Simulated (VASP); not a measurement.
A run of VASP 6.6.1 is set up as follows.

INCAR

```
  PREC = Accurate
  ENCUT = 520
  EDIFF = 1E-7
  ISMEAR = -1
  SIGMA = 0.05
  LREAL = F
  LASPH = T
  NELM = 100
  ALGO = Normal
  ISIF = 2
  LWAVE = F
  LCHARG = F
  GGA = PS
  NBANDS = 16
```

The input KPOINTS:

```
regular mesh
0
Gamma
  10 10 6
```

Contents of POSCAR:

```
AlN
1.0
    3.1130000000      0.0000000000      0.0000000000
   -1.5565000000      2.6959370820      0.0000000000
    0.0000000000      0.0000000000      4.9810000000
Al N
2 2
Direct
    0.6666666667      0.3333333333      0.5000000000
    0.3333333333      0.6666666667      0.0000000000
    0.6666666667      0.3333333333      0.8800000000
    0.3333333333      0.6666666667      0.3800000000
```

Potentials or basis: VASP PAW PBE potentials, release 64 (Al, N).

The run is started by

```sh
$ cat potpaw_PBE.64/Al/POTCAR potpaw_PBE.64/N/POTCAR > POTCAR
$ mpirun -np 1 vasp_std > vasp.out
```

Question: Estimate the largest force.

Answer: 0.132 eV/Å.

Question: Predict the pressure.

Answer: 0.2 GPa.

Question: Predict the band gap on the k mesh.

Answer: 4.15 eV, direct.

Stress tensor (GPa, compression positive):
```
-0.27  0.00  0.00
 0.00 -0.27  0.00
 0.00  0.00  1.23
```

Caveat: the PAW data sets were made with another functional, which shifts forces and pressure a little.

**Measured values to compare with.**

“Self-assembly of well-separated AlN nanowires directly on sputtered metallic TiN films”, 2019, arxiv:1910.07391 quotes, for a bulk crystal of AlN at 10 K: band gap 6.034 eV (an exciton energy, a little under the gap).

Measured gap of AlN: 6.034 eV (an exciton energy, a little under the gap; 10 K; quoted in “Self-assembly of well-separated AlN nanowires directly on sputtered metallic TiN films”, 2019, arxiv:1910.07391). This calculation gives 4.15 eV (-1.88 eV). 2 values of this kind are on record (6.034 to 6.0343 eV); this one was drawn at random. The value is that of PBEsol on a finite k mesh, which can miss the band edges, without temperature or zero-point motion. Semilocal functionals fall short of measured gaps as a rule.
